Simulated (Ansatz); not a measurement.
## Al in Ansatz: the effect of target pressure

The system is Al.

```
Al
1.0
     4.54673    0.00000    0.00000
    -2.27337    3.93758    0.00000
     0.00000    0.00000    2.75393
Al
2
Direct
  0.33333 0.66667 0.50000
  0.66667 0.33333 0.50000
```

The cell was built by a generator and needn't be a form met in nature.

Alike in all runs:

| Item | Value |
| --- | --- |
| Program | Ansatz 0.2.0 |
| Task | relaxation of cell and atoms |
| Functional | r2SCAN |
| Potentials or basis | Ansatz PAW |
| Cutoff | 500 eV (not typed: the program's choice for these potentials) |
| k mesh | 7 × 7 × 10 |
| Occupations | fermi-dirac, width 0.05 eV |
| Spin | no spin polarisation |

Each run relaxes the cell or the atoms first.

Problem. One run gave: relaxed volume 18.84 Å³/atom. Which target pressure did it use?
A. 0 GPa
B. 30 GPa
C. 10 GPa
D. 20 GPa
E. 2 GPa

Solution. D.

```tsv
target pressure	relaxed volume (Å³/atom)
0 GPa	24.20
2 GPa	23.28
5 GPa	22.18
10 GPa	20.79
20 GPa	18.84
30 GPa	17.45
```

Caveats: the plane-wave basis is chosen anew once the cell has moved, so the energies of steps on either side of that aren't comparable; the PAW data sets come from PBE, with cores solved anew for the run's functional, which leaves a small shift of forces and pressure; the volume moved by over 15 % at a fixed basis, so the end points are rough (some runs).
